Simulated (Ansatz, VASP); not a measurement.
One calculation of Co, two programs

```
CELL_PARAMETERS angstrom
2.22477 0.00000 0.00000
0.00000 2.22477 0.00000
0.00000 0.00000 2.22477
ATOMIC_POSITIONS crystal
Co 0.00000 0.00000 0.00000
```

The cell was built by a generator and needn't be a form met in nature.

Alike in both runs: functional LDA; k mesh 14 × 14 × 14; occupations fermi-dirac, width 0.1 eV; no spin polarisation.

Ansatz relaxed the structure, and its values are those at the end. VASP's run is a single point on that final structure, the one shown.

|  | VASP | Ansatz |
| --- | --- | --- |
| version | VASP 6.6.1 | Ansatz 0.2.0 |
| potentials or method | VASP PAW LDA potentials, release 64 (Co) | plane waves (420 eV) with PAW, scalar-relativistic |
| plane-wave cutoff (eV) | 520 | 420 |
| valence electrons in the cell | 9 | 17 |

|  | VASP | Ansatz | Ansatz less VASP |
| --- | --- | --- | --- |
| pressure (GPa) | -1.0 | 0.0 | +1.03 |

The two sets of potentials don't hold the same shells in valence. Ansatz warned: «pseudo_functional_mismatch».

Caveats: the run has no spin polarisation, though such a crystal can be magnetic. Spin polarisation is off, so any magnetic state and its effect on volume and gap are missing.
